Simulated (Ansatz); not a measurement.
Runs of Ansatz 0.2.0 on InAs. The structure is cubic, space group F-43m (No. 216). The conventional cell has a = 6.036 Å, b = 6.036 Å, c = 6.036 Å, α = 90.00°, β = 90.00°, γ = 90.00°. In (site symmetry -43m) has 4 As at 2.61 Å as nearest neighbours. Around As (site symmetry -43m) lie 4 In at 2.61 Å. 

| task | level | potentials or basis | k mesh | cutoff (eV) | share of exact exchange | screening of exact exchange | basis error allowed | mesh quality | gap on the mesh (eV) | pressure (GPa) |
| --- | --- | --- | --- | --- | --- | --- | --- | --- | --- | --- |
| single point | HSE(alpha, omega) | all-electron PAW datasets made for the crystal | 4 × 4 × 4 | 340 | 0.1 | 0.2 1/A | - | coarse | 0.11 | (b) |
| single point | HSE(alpha, omega) | all-electron PAW datasets made for the crystal | 4 × 4 × 4 | 340 | 0.5 | 0.2 1/A | - | coarse | 1.58 | (a) |
| single point | HSE(alpha, omega) | all-electron PAW datasets made for the crystal | 4 × 4 × 4 | 340 | 0.15 | 0.2 1/A | - | coarse | 0.29 | 3.2 |
| single point | HSE(alpha, omega) | all-electron PAW datasets made for the crystal | 4 × 4 × 4 | 340 | 0.2 | 0.2 1/A | - | coarse | 0.46 | 2.8 |
| single point | PBEsol | all-electron LAPW, scalar-relativistic | 8 × 8 × 8 | 283 | - | - | 0.001 eV/atom | not flagged | none | 1.5 |
| single point | HSE(alpha, omega) | all-electron PAW datasets made for the crystal | 4 × 4 × 4 | 340 | 0.05 | 0.2 1/A | - | coarse | none | 4.4 |
| single point | HSE(alpha, omega) | all-electron PAW datasets made for the crystal | 4 × 4 × 4 | 340 | 0.3 | 0.2 1/A | - | coarse | 0.82 | 2.1 |

Alike in all rows: no spin polarisation; cell as given; smearing fermi-dirac 0.05 eV.

Estimate the missing entries.

(a) 0.7; (b) 3.8.

Caveats: some runs use coarse meshes; the program warned that the printed levels may be off, so bands, gaps and densities of states are rough (some runs); spin-orbit coupling is left out, which moves the levels of the heavy elements (some runs); this crystal is a semiconductor, whose small gap the functional closes, so the metal is an error of the method (some runs); the k mesh is thin for a metal, which can move the energy by tens of meV per atom (some runs).

A k mesh can miss the band edges, and the runs leave out spin-orbit coupling on As, In.

A gap of «none» marks a metal or a gap under the smearing width.

The runs don't all hold the same shells in valence.
